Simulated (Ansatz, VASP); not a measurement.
# Zr (linear Zr chain): VASP beside Ansatz, part 2 of 2

Wanted: the spread between two codes on one cell, functional and k mesh. The structure shown is the end of the Ansatz relaxation below.

VASP 6.6.1 and Ansatz 0.2.0.

So far: The structure; Ansatz: relaxation, PBE; VASP: single point, PBE; Comparison; Ansatz: relaxation, RPBE.

## (6) VASP: single point, RPBE

Level of this step: RPBE, spin-polarised from a ferromagnetic start; plane waves and PAW (Zr_sv) (VASP).

The same cell, functional, mesh and smearing now go to VASP, with its own data sets.

INCAR reads:

```
SYSTEM = Zr
PREC = Accurate
ENCUT = 500
EDIFF = 1E-06
NELM = 200
ISMEAR = -1
SIGMA = 0.05
LREAL = .FALSE.
ALGO = Normal
GGA = RP
NBANDS = 13
ISPIN = 2
MAGMOM = 0.22
LASPH = .TRUE.
LMAXMIX = 4
LORBIT = 11
LWAVE = .FALSE.
LCHARG = .FALSE.
ISIF = 2
GGA_COMPAT = .FALSE.
KPAR = 2
```

POSCAR reads:

```
Zr
1.0
    7.5000000000      0.0000000000      0.0000000000
    0.0000000000      7.5000000000      0.0000000000
    0.0000000000      0.0000000000      2.5682940468
Zr
1
Direct
    0.5000000000      0.5000000000      0.0000000000
```

KPOINTS reads:

```
Automatic mesh
0
Gamma
1 1 25
0 0 0
```

The projector-augmented-wave data sets are Zr_sv (PBE family, release 64).

Launch:

```sh
mpirun -np 2 vasp_std
```

Numbers of over 12 decimals in the logs are rounded to 6 here.

The program printed:

```text
[banner, memory and clock lines left out]
running    2 mpi-ranks, on    1 nodes
[...]
|                                                                             |
|               ----> ADVICE to this user running VASP <----                  |
|                                                                             |
|     You enforced a specific xc type in the INCAR file but a different       |
|     [... a line on the potential file left out ...]
|     I HOPE YOU KNOW WHAT YOU ARE DOING!                                     |
|                                                                             |

 LDA part: xc-table for (Slater+PW92), standard interpolation
 POSCAR, INCAR and KPOINTS ok, starting setup
[...]
entering main loop
       N       E                     dE             d eps       ncg     rms          rms(c)
DAV:   1     0.580642128339E+02    0.58064E+02   -0.56600E+03   956   0.636E+02
DAV:   2     0.125508729253E+01   -0.56809E+02   -0.53293E+02   906   0.167E+02
DAV:   3    -0.500622379377E+01   -0.62613E+01   -0.57792E+01  1220   0.335E+01
DAV:   4    -0.519977520310E+01   -0.19355E+00   -0.19162E+00   837   0.628E+00
[...]
DAV:  23    -0.465757823625E+01   -0.11096E-05   -0.12961E-05   644   0.163E-02    0.188E-04
DAV:  24    -0.465757665266E+01    0.15836E-05   -0.79517E-06   649   0.126E-02    0.764E-05
DAV:  25    -0.465757642807E+01    0.22459E-06   -0.14958E-06   664   0.664E-03
   1 F= -.46575764E+01 E0= -.46483015E+01  d E =-.185498E-01  mag=     0.5065
```

OUTCAR, selected parts (step 6):

```text
  Total       -0.4286292     -0.4286292      0.0767790      0.0000000     -0.0000000      0.0000000
  in kB       -4.7536262     -4.7536262      0.8515021      0.0000000     -0.0000000      0.0000000
  external PRESSURE =      -2.8852501 kB  Pullay stress =       0.0000000 kB

  FREE ENERGIE OF THE ION-ELECTRON SYSTEM (eV)
  ---------------------------------------------------
  free  energy   TOTEN  =        -4.6575764281 eV

  energy  without entropy=       -4.6390265984  energy(sigma->0) =       -4.64830151

 magnetization (x)
# of ion       s       p       d       tot
------------------------------------------
    1        0.010   0.002   0.272   0.284

[... 2 parts as in an earlier step ...]

[... 2 further parts left out ...]
[key lines of the parts left out:]
E-fermi :  -1.3054
```

## (7) Differences

What differs besides the data sets and the points named for the pairs above, as far as they apply: Ansatz makes its cores anew for this functional, VASP keeps those of its PBE data sets. Total energies have different zeros and are not compared.

Both answers:

| quantity | Ansatz | VASP | difference |
| --- | --- | --- | --- |
| pressure (GPa) | -0.30 | -0.29 | -0.01 |
| total moment (μB) | 0.50 | 0.51 | -0.01 |
| moment on Zr1 (μB) | 0.22 | 0.28 | -0.07 |

## (8) Ansatz: relaxation, PBEsol

This run makes the geometry at which the two programs are then compared. The cell compared in this pair holds 140.55 Å³, against 144.47 Å³ for the pair before.

The structure compared here is the end of the Ansatz relaxation.

input.yaml reads:

```yaml
crystal:
  lattice:
    - [7.5, 0.0, 0.0]
    - [0.0, 7.5, 0.0]
    - [0.0, 0.0, 3.255]
  atoms:
    - { symbol: Zr, position: [0.5, 0.5, 0.0], spin: 1.0 }
magnetization:
  spin_polarized: true
kpoints:
  mp_grid: { grid: [1, 1, 25] }
scf:
  occupations: { method: fermi_dirac, width: 0.05 }
hamiltonian:
  xc: pbesol
relax:
  cell: { fix: [a, b, alpha, beta, gamma] }
  max_steps: 60
```

Launch:

```sh
ansatz run input.yaml --threads 4 --pin off --max-ram 8192MiB --backend cpu --events-out ev --progress --plain --runs-dir out
```

The program printed:

```text
[...]
Crystal: 1 atoms, lattice volume = 183.094 Å³
Basis set: ecut = 420 eV, 3587 PW (Γ), exchange–correlation on 108×108×48 points (8 copies of the dense FFT grid, shifted against one another)
Bands: 11, of which v1, the nominal top of the filled ones, is band 6 counted from 1 (5 counted from 0)
Symmetry: 16 space group operations
[...]
-0.500585       0.000000       0.000000
        0.000000      -0.500585       0.000000
        0.000000       0.000000      -0.000835
  P = ⅓ Tr σ = -0.3340 GPa (-3.340 kbar)
--- Relaxed structure (8 steps of the walk, 8 accepted, 1 SCFs on fresh bases) ---
[...]
cell:  # Å, volume = 140.5509 Å³
    - [7.5, 0.0, 0.0]
    - [0.0, 7.5, 0.0]
    - [0.0, 0.0, 2.498683]
  atoms:
    - { symbol: Zr, position: [0.5, 0.5, 0.0] }
[key lines of the parts left out:]
SCF converged after 6 iterations
Magnetization: 0.6035 μB (6.3018 up, 5.6982 down)
Free energy (F): -4124.712584 eV
Fermi energy:    -0.662060 eV
```

## (9) VASP: single point, PBEsol

The same cell, functional, mesh and smearing now go to VASP, with its own data sets.

Edit INCAR of step 6 so:

```diff
@@ -9,6 +9,6 @@
 ALGO = Normal
-GGA = RP
+GGA = PS
 NBANDS = 13
 ISPIN = 2
-MAGMOM = 0.22
+MAGMOM = 0.26
 LASPH = .TRUE.
```

Edit POSCAR of step 6 so:

```diff
@@ -4,3 +4,3 @@
     0.0000000000      7.5000000000      0.0000000000
-    0.0000000000      0.0000000000      2.5682940468
+    0.0000000000      0.0000000000      2.4986834328
 Zr
```

KPOINTS is that of step 6.

Launch:

```sh
mpirun -np 2 vasp_std
```

The program printed:

```text
[banner, memory and clock lines left out]
running    2 mpi-ranks, on    1 nodes
[...]
[... a notice as in an earlier step ...]

 LDA part: xc-table for (Slater+PW92), standard interpolation
 POSCAR, INCAR and KPOINTS ok, starting setup
[...]
entering main loop
       N       E                     dE             d eps       ncg     rms          rms(c)
DAV:   1     0.475904731585E+02    0.47590E+02   -0.58322E+03   988   0.639E+02
DAV:   2     0.351388005643E+00   -0.47239E+02   -0.43765E+02   884   0.162E+02
DAV:   3    -0.569939816282E+01   -0.60508E+01   -0.58709E+01  1234   0.327E+01
DAV:   4    -0.582631317834E+01   -0.12692E+00   -0.12571E+00   809   0.610E+00
[...]
DAV:  19    -0.515727516698E+01   -0.33216E-05   -0.23696E-06   823   0.494E-03    0.168E-03
DAV:  20    -0.515727658710E+01   -0.14201E-05   -0.20740E-06   715   0.570E-03    0.437E-04
DAV:  21    -0.515727668184E+01   -0.94743E-07   -0.22374E-07   656   0.208E-03
   1 F= -.51572767E+01 E0= -.51458928E+01  d E =-.227677E-01  mag=     0.6160
```

OUTCAR, selected parts (step 9):

```text
  Total       -0.4453302     -0.4453302      0.0779480     -0.0000000      0.0000000      0.0000000
  in kB       -5.0764366     -5.0764366      0.8885502     -0.0000000      0.0000000      0.0000000
  external PRESSURE =      -3.0881076 kB  Pullay stress =       0.0000000 kB

  FREE ENERGIE OF THE ION-ELECTRON SYSTEM (eV)
  ---------------------------------------------------
  free  energy   TOTEN  =        -5.1572766818 eV

  energy  without entropy=       -5.1345090136  energy(sigma->0) =       -5.14589285

 magnetization (x)
# of ion       s       p       d       tot
------------------------------------------
    1        0.011   0.004   0.344   0.360

[... 2 parts as in an earlier step ...]

[... 2 further parts left out ...]
[key lines of the parts left out:]
E-fermi :  -1.4961
```

## (10) Differences

The two programs side by side:

| quantity | Ansatz | VASP | difference |
| --- | --- | --- | --- |
| pressure (GPa) | -0.33 | -0.31 | -0.03 |
| total moment (μB) | 0.60 | 0.62 | -0.01 |
| moment on Zr1 (μB) | 0.26 | 0.36 | -0.10 |

## (11) Summary of results

```yaml
difference_in_total_moment_single_point_pbe: -0.011 μB
difference_in_total_moment_single_point_rpbe: -0.0053 μB
difference_in_total_moment_single_point_pbesol: -0.012 μB
```

In words: The difference in total moment is -0.011 μB (single point, PBE). 2 further runs of this series are not shown here. Such differences can come from data sets, numerical settings and the points named under the comparisons, not from the functional's error against experiment.

[Lines on the potential files, build, host, timing and source positions are cut from VASP's logs without a mark.]

[Logs are printed without paths, hosts, clocks, repeated set-up lines and the standing remarks that a program may print on its own settings, such as how far it seeks lower states.]

[Hosts, paths, dates, database ids (printed as entryN), source tags and the programs' standing remarks are cut or masked in the printed files.]
